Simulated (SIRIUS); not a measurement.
**BN under changes of volume**

One of the cells (6.088 Å³/atom); the others are scaled copies at fixed shape and fractional positions:

```xyz
4
Lattice="2.5709 0.0000 0.0000 -1.2854 2.2264 0.0000 0.0000 0.0000 4.2548" Properties=species:S:1:pos:R:3 pbc="T T T"
N     0.0000    1.4843    0.5330
N     1.2854    0.7421    2.6605
B     0.0000    1.4843    2.1262
B     1.2854    0.7421    4.2537
```

Measurements of this composition are mostly on another form, of space group No. 194.

| Quantity | Value |
| --- | --- |
| Program | SIRIUS 7.12.0 |
| Functional | PBEsol |
| Potentials or basis | PseudoDojo 0.4.1 PBEsol standard (scalar relativistic) |
| Cutoff | 1152 eV |
| Density cutoff | 4606 eV |
| k mesh | 12 × 12 × 6 |
| Occupations | fermi-dirac, width 0.05 eV |
| Spin | no spin polarisation |

| volume (Å³/atom) | energy over the lowest point (meV/atom) | pressure (GPa) | gap on the mesh (eV) | largest force (eV/Å) |
| --- | --- | --- | --- | --- |
| 5.611 | 16.28 | 20.1 | 4.94 | 0.042 |
| 5.730 | 4.84 | 10.8 | 4.97 | 0.024 |
| 5.850 | 0.00 | 2.3 | 5.01 | 0.007 |
| 6.088 | 7.76 | -12.3 | 5.06 | 0.024 |
| 6.208 | 19.33 | -18.7 | 5.09 | 0.038 |
| 6.327 | ? | ? | ? | ? |

**Question.** What does the run at 6.327 Å³/atom give?

**Answer.** Energy over the lowest point 35.42 meV/atom; pressure -24.4 GPa; gap on the mesh 5.11 eV; largest force 0.051 eV/Å.

Worked out: A Birch-Murnaghan fit of order 3 (a polynomial in V^(-2/3)) to the other rows has its minimum at 5.88 Å³/atom with B0 = V·E''(V) = 385 GPa and B' = 4.0 at fixed shape and positions, which overstates the stiffness. It gives 35.23 meV/atom at 6.327 Å³/atom, against the run's 35.42, and -dE/dV = -24.2 GPa, against -24.4. A straight line through the other rows of the gap, of slope 1.47 eV per unit of ln V, extrapolates to 5.12 eV, against the run's 5.11.

Energies are extrapolated to zero smearing.

A mesh can miss the band edges.
